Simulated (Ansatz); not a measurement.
Crystal: Al2Cu.

```
CELL_PARAMETERS angstrom
4.10518 0.00000 0.00000
0.00000 4.10518 0.00000
0.00000 0.00000 2.89131
ATOMIC_POSITIONS crystal
Cu 0.00000 0.00000 0.00000
Al 0.00000 0.50000 0.50000
Al 0.50000 0.00000 0.50000
```

The cell comes from a database or a generator and needn't be the stable form of this composition.

- Program: Ansatz 0.2.0
- Task: single point
- Functional: PBEsol
- Potentials or basis: Ansatz PAW
- Cutoff: 420 eV (not typed: the program's choice for these potentials)
- k mesh: 7 × 7 × 9
- Occupations: fermi-dirac, width 0.05 eV
- Spin: no spin polarisation

On this cell: pressure -2.4 GPa; largest force under 0.003 eV/Å; band gap on the k mesh none (metal or under the smearing width).

The same run follows on a disturbed copy (atoms moved at random, drawn with an rms of 0.05 Å):

```
Cu Al
1.0
     4.10518    0.00000    0.00000
     0.00000    4.10518    0.00000
     0.00000    0.00000    2.89131
Cu Al
1 2
Direct
  0.99603 0.00616 0.00241
  0.00938 0.49706 0.46823
  0.50601 0.99013 0.49754
```

Q: What does the disturbed cell give?

A: The energy (extrapolated to zero smearing) moves by +8.3 meV/atom; pressure -2.1 GPa; largest force 0.467 eV/Å; band gap on the k mesh none (metal or under the smearing width).

Forces on the atoms (eV/Å):
```
Cu   0.251 -0.236 -0.314
Al  -0.018  0.188  0.292
Al  -0.234  0.048  0.023
```

Stress tensor (GPa, compression positive):
```
-1.83  0.06  0.00
 0.06 -1.40  0.34
 0.00  0.34 -3.05
```

Caveats: the PAW data sets come from PBE, with cores solved anew for the run's functional, which leaves a small shift of forces and pressure.
